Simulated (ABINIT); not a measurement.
P:

```xyz
2
Lattice="1.7257 0.9963 3.1297 -1.7257 0.9963 3.1297 0.0000 -1.9927 3.1297" Properties=species:S:1:pos:R:3 pbc="T T T"
P     0.0000    0.0000    7.2570
P     0.0000    0.0000    2.1321
```

This isn't the form of P at room conditions, which is orthorhombic.

```yaml
Program: ABINIT 10.8.3 (patched build)
Task: relaxation of cell and atoms
Functional: LDA
Potentials_or_basis: PseudoDojo NC SR LDA v0.4.1 standard
Cutoff: 653 eV
k_mesh: 7 × 7 × 7
Occupations: fermi-dirac, width 0.05 eV
Spin: no spin polarisation
```

At the start: pressure -3.3 GPa; volume 16.14 Å³/atom.

Question: Where does the relaxation end?

Answer: Over 11 steps the energy falls by 17.2 meV/atom and the volume is 15.03 Å³/atom (-6.9 %); space group R-3m (No. 166, to 0.05 Å).

The path:
```csv
step,energy change (eV),largest force (eV/Å),pressure (GPa),volume (Å³)
1,0.0000,0.1305,-3.35,32.29
2,-0.0070,0.1780,-2.66,31.96
3,-0.0237,0.2920,1.25,30.34
4,-0.0263,0.2448,0.89,30.39
5,-0.0341,0.0166,0.04,30.20
6,-0.0342,0.0079,0.01,30.17
7,-0.0343,0.0032,0.00,30.12
8,-0.0343,0.0021,0.00,30.08
9,-0.0343,0.0013,0.00,30.05
10,-0.0343,0.0010,0.00,30.05
11,-0.0343,0.0003,0.00,30.05
```

Final structure:
```
P
1.0
     1.71143    0.98809    2.96177
    -1.71143    0.98809    2.96177
     0.00000   -1.97619    2.96177
P
2
Cartesian
  0.0000 0.0000 6.8256
  0.0000 0.0000 2.0597
```
